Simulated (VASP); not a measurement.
# KI, energy along a vibration (SMASS = -2): which settings are enough?

KI, atoms displaced along the mode, 2 atoms in the cell. PBEsol, energy along a line of displacements; PAW potentials I, K_sv (PBE set). VASP 6.6.1.

Wanted: harmonic frequency within 1 %.

Mode: optical mode at Gamma along [111].

POSCAR of the starting run:
```
KI
1.0
    0.0000000000      3.5327750000      3.5327750000
    3.5327750000      0.0000000000      3.5327750000
    3.5327750000      3.5327750000      0.0000000000
I K
1 1
Direct
    0.4984603361      0.4984603361      0.4984603361
    0.0049974099      0.0049974099      0.0049974099

    0.0027196431   0.0027196431   0.0027196431
   -0.0088273623  -0.0088273623  -0.0088273623
```

The series start from k mesh: 4 × 4 × 4; Cutoff (eV): 340; Step along the mode (Å): 0.02; Electronic threshold (eV): 1e-7; Precision and projection: Accurate, reciprocal space; Extrapolation between steps (IWAVPR): 11. Each series keeps the choices made before it, and each single choice may use up half of a tolerance.

## k mesh

| k mesh | Harmonic frequency (THz) | Time (s) |
|---|---|---|
| 2 × 2 × 2 | 2.614 | 18 |
| 3 × 3 × 3 | 2.8 | 20 |
| 4 × 4 × 4 | 2.815 | 35 |
| 5 × 5 × 5 | 2.817 | 49 |
| 6 × 6 × 6 (reference) | 2.818 | 75 |

Chosen: 4 × 4 × 4, the loosest value from which every tighter one stays within half of the tolerance.

## Cutoff (eV)

| Cutoff (eV) | Harmonic frequency (THz) | Time (s) |
|---|---|---|
| 190 | 2.805 | 16 |
| 230 | 2.837 | 26 |
| 260 | 2.825 | 26 |
| 300 | 2.823 | 26 |
| 340 | 2.815 | 35 |
| 390 (reference) | 2.815 | 26 |

Chosen: 260.

## Electronic threshold (eV)

| Electronic threshold (eV) | Harmonic frequency (THz) | Time (s) |
|---|---|---|
| 0.001 | 2.814 | 15 |
| 0.0001 | 2.814 | 16 |
| 1e-5 | 2.819 | 20 |
| 1e-6 | 2.819 | 23 |
| 1e-7 | 2.819 | 27 |
| 1e-8 (reference) | 2.819 | 30 |

Chosen: 0.001.

## Precision and projection

| Precision and projection | Harmonic frequency (THz) | Time (s) |
|---|---|---|
| Accurate, reciprocal space | 2.814 | 15 |
| Normal, reciprocal space | 2.808 | 8.9 |
| Normal, Auto | 2.817 | 9.9 |

Chosen: Normal, reciprocal space, the fastest of those that stay within half of the tolerance.

## Extrapolation between steps (IWAVPR)

| Extrapolation between steps (IWAVPR) | Harmonic frequency (THz) | Time (s) |
|---|---|---|
| 11 | 2.808 | 8.9 |
| 12 | 2.809 | 8.9 |
| 0 | 2.81 | 11 |

Chosen: 11; no other choice that stays within half of the tolerance saves 30 % of the time.

Also changed on the way, by series that aren't shown: Step along the mode (Å): 0.08.

## All choices together

| Input | Harmonic frequency (THz) | Time (s) |
|---|---|---|
| defaults on a coarse mesh (naive) | 2.766 | 5.5 |
| chosen settings | 2.808 | 8.9 |
| reference settings throughout | 2.826 | 57 |

The tolerance is met.

## The input

INCAR:
```
GGA      = PS             # functional
PREC     = Normal         # precision mode
ENCUT    = 260            # plane-wave cutoff, eV
EDIFF    = 0.001          # SCF threshold, eV
ALGO     = Normal         # electronic algorithm
LREAL    = F              # projectors in reciprocal space
LASPH    = T              # aspherical terms in the spheres
ISMEAR   = 0              # smearing method
SIGMA    = 0.03           # smearing width, eV
ISYM     = 0            
LWAVE    = F              # write WAVECAR
LCHARG   = F              # write CHGCAR
IBRION   = 0              # ionic algorithm
SMASS    = -2           
POTIM    = 1              # step
NSW      = 9              # ionic steps
NELMIN   = 4            
IWAVPR   = 11           
KPAR     = 2             
```

KPOINTS:
```
Automatic mesh
0
Gamma
  4 4 4
  0 0 0
```

POSCAR:
```
KI
1.0
    0.0000000000      3.5327750000      3.5327750000
    3.5327750000      0.0000000000      3.5327750000
    3.5327750000      3.5327750000      0.0000000000
I K
1 1
Direct
    0.4938413444      0.4938413444      0.4938413444
    0.0199896395      0.0199896395      0.0199896395

    0.0108785722   0.0108785722   0.0108785722
   -0.0353094493  -0.0353094493  -0.0353094493
```

Commands:
```
cat potpaw_PBE.64/I/POTCAR potpaw_PBE.64/K_sv/POTCAR > POTCAR
mpirun -np 2 vasp_std > vasp.out
```

Limits: NELMIN = 4 forces that many electronic steps, so a loose EDIFF looks better here than it is.

The chosen input took VASP 6.6.1 8.9 s on 2 cores (Intel Xeon 6975P-C (Granite Rapids)), a shared host.

## An input that fails: electronic threshold far too loose

It runs to its end, but against the unchanged starting input it is off by 54 % in the harmonic frequency.

Changes against the starting input:
```
- EDIFF = 1e-07
- NELMIN = 4
+ EDIFF = 0.1
```
